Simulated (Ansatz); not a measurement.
# W: uniaxial strain along a

An exercise on one series of results from a longer session: the logs are not shown, and one member is left open.

Program: Ansatz 0.2.0. Level of theory: DFT PBE, scalar-relativistic, plane waves, PAW. These are calculated values, not measurements.

2 further runs of the same task are left out: 2 set aside as unsound or not needed.

## The structure to begin with

It takes space group Im-3m (No. 229, cubic). The conventional cell has a = 3.184 Å, b = 3.184 Å, c = 3.184 Å, α = 90.00°, β = 90.00°, γ = 90.00°. Around W (site symmetry m-3m) lie 8 W at 2.76 Å.

As a file:

```
W
1.0
     3.18356    0.00000    0.00000
     0.00000    3.18356    0.00000
     0.00000    0.00000    3.18356
W
2
Direct
  0.00000 0.00000 0.00000
  0.50000 0.50000 0.50000
```

It goes back to an entry of the Materials Project.

The unstrained cell comes from an earlier run at this level (2 atoms, E(σ→0) -20769.6414 eV, gap none (metal)).

The first run:

Input file input.yaml:

```yaml
crystal:
  lattice:
    - [3.1517275226, 0.0, 0.0]
    - [0.0, 3.191522062, 0.0]
    - [0.0, 0.0, 3.191522062]
  atoms:
    - { symbol: W, position: [0.0, 0.0, 0.0] }
    - { symbol: W, position: [0.5, 0.5, 0.5] }
basis:
  ecutwfc: 420
kpoints:
  mp_grid: { grid: [16, 16, 16] }
hamiltonian:
  xc: pbe
scf:
  occupations: { method: gaussian, width: 0.1 }
output:
  forces: true
  stress: true
  eigenvalues: true
relax:
  adjacent_minimum: "off"
  f_tol: 0.008
  max_steps: 40
  cell: { stress_tol: 0.015, fix: [a, angles] }
```

Run with:

```console
ansatz run input.yaml --threads 1 --pin off --max-ram 2560MiB --backend cpu --events-out ev --progress --plain --runs-dir out
```

Steps of the session up to this table: Strain -1.0 %; At +1.0 %; The cell strained by -2.0 %; Strain +2.0 %; Strain -3.0 %; Strain +3.0 %.

One table of the session follows, with a row left open; its other results are not shown here.

It belongs to the step «Energy and stress against strain (a metal throughout)». Lengths are those of the vectors of the cell that was run; stresses in GPa:

```
strain (%)  ΔE (meV/atom)  a (Å)  b (Å)  c (Å)
      -3.0           17.7  3.088  3.212  3.212
      -2.0            7.3  3.120  3.203  3.203
      -1.0            1.7  3.152  3.194  3.194
      +0.0            0.0  3.184  3.184  3.184
      +1.0            1.6  3.215  3.174  3.174
      +2.0              ?      ?      ?      ?
      +3.0           15.3  3.279  3.157  3.157
```

Q: Estimate the row for strain (%) = +2.0 from the others.

Worked estimate for «ΔE (meV/atom)». A straight line through the neighbours (1.0, 1.6) and (3.0, 15.3) gives 1.6 + (15.3 − 1.6) × (2.0 − 1.0) / (3.0 − 1.0) = 8.5; a parabola fitted to 3 rows on both sides gives 6.7.

**Answer.** ΔE (meV/atom): 6.7; a (Å): 3.247; b (Å): 3.165; c (Å): 3.165. In «ΔE (meV/atom)» the line misses by +1.8 and the parabola by 0.0.

ΔE is over the unstrained cell. Stress in GPa, positive in compression, on the Cartesian axes of the input. 
